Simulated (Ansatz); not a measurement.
Input, command and steps of an Ansatz relaxation.

```yaml
crystal:
  lattice:
    - [3.1164593275, 0.0, 0.0]
    - [0.0, 3.1164593275, 0.0]
    - [0.0, 0.0, 3.1164593275]
  atoms:
    - { symbol: Sb, position: [0.0, 0.0, 0.0] }
    - { symbol: H, position: [0.5, 0.5, 0.5] }
basis:
  ecutwfc: 420
kpoints:
  mp_grid: { grid: [12, 12, 12] }
hamiltonian:
  xc: pbe
scf:
  occupations: { method: gaussian, width: 0.1 }
output:
  forces: true
  stress: true
  eigenvalues: true
relax:
  adjacent_minimum: "off"
  f_tol: 0.025
  max_steps: 70
  cell: { stress_tol: 0.12 }
```

```bash
ansatz run input.yaml --threads 2 --pin off --max-ram 5120MiB --backend cpu --events-out ev --progress --plain --runs-dir out
```

Computed with DFT PBE, scalar-relativistic, plane waves, PAW (Ansatz 0.2.0).

Of 4 frames 4 are shown, positions in Å and forces in eV/Å; the SCF threshold varies from step to step. Steps run on the plane waves of an earlier cell, with a Pulay correction in the pressure. The basis is chosen afresh for the last frame, the zero of the energies, and can be on the way; energy and pressure step there, also at an unchanged geometry.

```xyz
2
Lattice="3.1165 0.0000 0.0000 0.0000 3.1165 0.0000 0.0000 0.0000 3.1165" Properties=species:S:1:pos:R:3:forces:R:3 pbc="T T T" step=1 free_energy_over_end_meV_per_atom=0.40 pressure_GPa=-0.75
Sb    0.0000    0.0000    0.0000    0.0000    0.0000    0.0000
H     1.5582    1.5582    1.5582    0.0000    0.0000    0.0000
2
Lattice="3.0940 0.0000 0.0000 0.0000 3.0940 0.0000 0.0000 0.0000 3.0940" Properties=species:S:1:pos:R:3:forces:R:3 pbc="T T T" step=2 free_energy_over_end_meV_per_atom=0.14 pressure_GPa=0.70
Sb    0.0000    0.0000    0.0000    0.0000    0.0000    0.0000
H     1.5470    1.5470    1.5470    0.0000    0.0000    0.0000
2
Lattice="3.1048 0.0000 0.0000 0.0000 3.1048 0.0000 0.0000 0.0000 3.1048" Properties=species:S:1:pos:R:3:forces:R:3 pbc="T T T" step=3 free_energy_over_end_meV_per_atom=-0.10 pressure_GPa=-0.01
Sb    0.0000    0.0000    0.0000    0.0000    0.0000    0.0000
H     1.5524    1.5524    1.5524    0.0000    0.0000    0.0000
2
Lattice="3.1048 0.0000 0.0000 0.0000 3.1048 0.0000 0.0000 0.0000 3.1048" Properties=species:S:1:pos:R:3:forces:R:3 pbc="T T T" step=4 free_energy_over_end_meV_per_atom=0.00 pressure_GPa=-0.01
Sb    0.0000    0.0000    0.0000    0.0000    0.0000    0.0000
H     1.5524    1.5524    1.5524    0.0000    0.0000    0.0000
```

The run took 2.8 s on 2 threads of INTEL(R) XEON(R) PLATINUM 8581C CPU @ 2.10GHz (Emerald Rapids) (shared host), peak memory 0.4 GiB.